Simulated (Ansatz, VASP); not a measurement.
## Two plane-wave programs on BN

Contents of INCAR:

```
ALGO = Normal
EDIFF = 1E-6
ENCUT = 520
GGA = PE
ISIF = 2
ISMEAR = 0
LASPH = T
LCHARG = F
LREAL = F
LWAVE = F
NBANDS = 16
NELM = 80
PREC = Accurate
SIGMA = 0.05
```

KPOINTS

```
k-points
0
Gamma
  15 15 8
```

POSCAR

```
BN
1.0
    2.5539396017      0.0000000000      0.0000000000
   -1.2769698009      2.2117765748      0.0000000000
    0.0000000000      0.0000000000      4.2268550000
B N
2 2
Direct
    0.6666666700      0.3333333300      0.9997240000
    0.3333333300      0.6666666700      0.4997240000
    0.6666666700      0.3333333300      0.6252760000
    0.3333333300      0.6666666700      0.1252760000
```

Input for Ansatz:

```yaml
crystal:
  lattice:
    - [2.5539396017, 0.0, 0.0]
    - [-1.2769698009, 2.2117765748, 0.0]
    - [0.0, 0.0, 4.226855]
  atoms:
    - { symbol: B, position: [0.66666667, 0.33333333, 0.999724] }
    - { symbol: B, position: [0.33333333, 0.66666667, 0.499724] }
    - { symbol: "N", position: [0.66666667, 0.33333333, 0.625276] }
    - { symbol: "N", position: [0.33333333, 0.66666667, 0.125276] }
basis:
  ecutwfc: 420
  fft_grid_basis: typed
kpoints:
  mp_grid: { grid: [15, 15, 8] }
hamiltonian:
  xc: pbe
  pseudopotentials: { kind: paw }
scf:
  occupations: { method: gaussian, width: 0.05 }
output:
  forces: true
  stress: true
  eigenvalues: true
  bader: true
  write_density: true
  volumetric_format: npy
  elf: true
```

Measurements of this composition are mostly on another form, of space group No. 194.

Alike in both runs: task single point; functional PBE; k mesh 15 × 15 × 8; occupations gaussian, width 0.05 eV; no spin polarisation.

|  | VASP | Ansatz |
| --- | --- | --- |
| version | VASP 6.6.1 | Ansatz 0.2.0 |
| potentials or method | VASP PAW PBE potentials, release 64 (B, N) | scalar-relativistic, plane waves, PAW |
| plane-wave cutoff (eV) | 520 | 420 |
| valence electrons in the cell | 16 | 16 |

VASP gave:

| Property | Result |
| --- | --- |
| gap on the k mesh at the Fermi level (eV) | 5.20 |
| pressure (GPa) | 0.2 |
| largest component of the traceless stress (GPa) | 0.52 |
| rms of the force components (eV/Å) | 0.008 |

Task: What did Ansatz give for the same quantities?

Result: gap on the k mesh at the Fermi level (eV): 5.21; pressure (GPa): 0.0; largest component of the traceless stress (GPa): 0.48; rms of the force components (eV/Å): 0.009.

Atom by atom the forces differ by 0.001 eV/Å (rms over components).

Caveats: an odd mesh through Γ misses points on the zone boundary, where band edges often lie. A hybrid or GW would open this gap; PBE tends to underestimate it.
